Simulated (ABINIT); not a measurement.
AlN:

```
Al N
1.0
     0.00000    2.18399    2.18399
     2.18399    0.00000    2.18399
     2.18399    2.18399    0.00000
Al N
1 1
Direct
  0.00000 0.00000 0.00000
  0.25000 0.25000 0.25000
```

Measurements of this composition are mostly on another form, of space group No. 186.

Base run:

```yaml
Program: ABINIT 10.8.3 (patched build)
Functional: PBE
Potentials_or_basis: PseudoDojo NC SR PBE v0.4.1 standard
Cutoff: 980 eV
k_mesh: 8 × 8 × 8
Occupations: fermi-dirac, width 0.05 eV
Spin: no spin polarisation
```

Its results: band gap on the k mesh 3.32 eV, indirect (least direct gap 4.19 eV); pressure 4.1 GPa.

Task: The run is repeated on the same cell with these changes: potentials or basis from PseudoDojo NC SR PBE v0.4.1 standard to PseudoDojo NC SR PBE v0.5 standard; cutoff from 980 eV to 1143 eV. What comes out?

Result: Band gap on the k mesh 3.32 eV, indirect (least direct gap 4.19 eV); pressure 4.5 GPa.

Caveats: the cutoff is short for stress, so the pressure is rough (some runs).

A k mesh can miss the band edges.
